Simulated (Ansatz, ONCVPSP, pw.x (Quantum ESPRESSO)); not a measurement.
# pw.x on sc W: one setting changed

Potential: optimised norm-conserving Vanderbilt (ONCV), ONCVPSP 4.0.1, PBE; core [Kr] 4d10 4f14, reference 5s2 5p6 5d4 6s0.5; waves: 5s+6s: rc 1.60 bohr, ncon 4, nbas 8, qcut 7 1/bohr, 2 projectors; 5p: rc 1.65 bohr, ncon 4, nbas 8, qcut 10.6 1/bohr, 2 projectors, debl 3.6 Ha; 5d: rc 3.06 bohr, ncon 3, nbas 7, qcut 6.1 1/bohr, 2 projectors, debl 1.4 Ha; local part: polynomial inside 1.50 bohr (lpopt 5, dvloc0 2 Ha); core correction: Teter function, fcfact 2, rcfact 1.65.

The reference run (k-mesh 12³, cutoffs 85/340 Ry, Fermi–Dirac 0.01 Ry, mixing_beta 0.4, conv_thr 1e-9, no spin) gives -4.33 GPa at 18.539 Å³/atom, where all-electron LAPW gives -2.09 GPa. This run, with its own iteration cap, changes diagonalization to cg.

```
&control
  calculation='scf', prefix='x', pseudo_dir='./', outdir='./tmp', tstress=.true., disk_io='none'
/
&system
  ibrav=0, nat=1, ntyp=1, ecutwfc=85, ecutrho=340, nbnd=15,
  occupations='smearing', smearing='fd', degauss=0.01
/
&electrons
  conv_thr=1e-09, mixing_beta=0.4, electron_maxstep=50, diagonalization='cg'
/
ATOMIC_SPECIES
W 1.0 W.UPF
CELL_PARAMETERS angstrom
  2.64664343 0.00000000 0.00000000
  0.00000000 2.64664343 0.00000000
  0.00000000 0.00000000 2.64664343
ATOMIC_POSITIONS crystal
W 0.0000 0.0000 0.0000
K_POINTS automatic
12 12 12 0 0 0
```

```bash
pw.x < W.scf.in > W.scf.out
```

Task: How does the run end?

Result: It converges in 12 iterations; the free energy moves by +0.0 meV/atom and the pressure by +0.00 GPa. The result is that of the reference run.

```
Message from routine setup:
     using ibrav=0 with symmetry is DISCOURAGED, use correct ibrav instead
     lattice parameter (alat)  =       5.0014  a.u.
     unit-cell volume          =     125.1074 (a.u.)^3
     number of electrons       =        14.00
     number of Kohn-Sham states=           15
     kinetic-energy cutoff     =      85.0000  Ry
     charge density cutoff     =     340.0000  Ry
     scf convergence threshold =      1.0E-09
     Exchange-correlation= PBE
     number of k points=    84  Fermi-Dirac smearing, width (Ry)=  0.0100
     iteration #  1     ecut=    85.00 Ry     beta= 0.40
     total energy              =    -144.17882475 Ry
     estimated scf accuracy    <       1.57358801 Ry
     iteration #  2     ecut=    85.00 Ry     beta= 0.40
     total energy              =    -144.15329407 Ry
     estimated scf accuracy    <       0.22923480 Ry
     iteration #  3     ecut=    85.00 Ry     beta= 0.40
     total energy              =    -144.23838040 Ry
     estimated scf accuracy    <       0.01130206 Ry
     iteration #  4     ecut=    85.00 Ry     beta= 0.40
     total energy              =    -144.23905658 Ry
     estimated scf accuracy    <       0.01344066 Ry
     iteration #  5     ecut=    85.00 Ry     beta= 0.40
     total energy              =    -144.24073649 Ry
     estimated scf accuracy    <       0.00032587 Ry
     iteration #  6     ecut=    85.00 Ry     beta= 0.40
     total energy              =    -144.24088511 Ry
     estimated scf accuracy    <       0.00000337 Ry
     iteration #  7     ecut=    85.00 Ry     beta= 0.40
     total energy              =    -144.24088829 Ry
     estimated scf accuracy    <       0.00000367 Ry
     iteration #  8     ecut=    85.00 Ry     beta= 0.40
     total energy              =    -144.24088804 Ry
     estimated scf accuracy    <       0.00000135 Ry
     iteration #  9     ecut=    85.00 Ry     beta= 0.40
     total energy              =    -144.24088779 Ry
     estimated scf accuracy    <       0.00000065 Ry
     iteration # 10     ecut=    85.00 Ry     beta= 0.40
     total energy              =    -144.24088779 Ry
     estimated scf accuracy    <       0.00000012 Ry
     iteration # 11     ecut=    85.00 Ry     beta= 0.40
     total energy              =    -144.24088780 Ry
     estimated scf accuracy    <       0.00000001 Ry
     iteration # 12     ecut=    85.00 Ry     beta= 0.40
     the Fermi energy is    18.8386 ev
!    total energy              =    -144.24088780 Ry
     estimated scf accuracy    <          4.5E-10 Ry
     smearing contrib. (-TS)   =      -0.00276470 Ry
     The total energy is F=E-TS. E is the sum of the following terms:
     one-electron contribution =     -26.67294660 Ry
     hartree contribution      =      19.55782963 Ry
     xc contribution           =     -25.93277275 Ry
     ewald contribution        =    -111.19023339 Ry
     convergence has been achieved in  12 iterations
          total   stress  (Ry/bohr**3)                   (kbar)     P=      -43.27
     Message from routine punch:
     Nothing written, as per user request (disk_io='none')
```

The run took about 23 s on one core of a shared host (AMD EPYC 9R14, 192 threads, 1480 GiB, load 93).
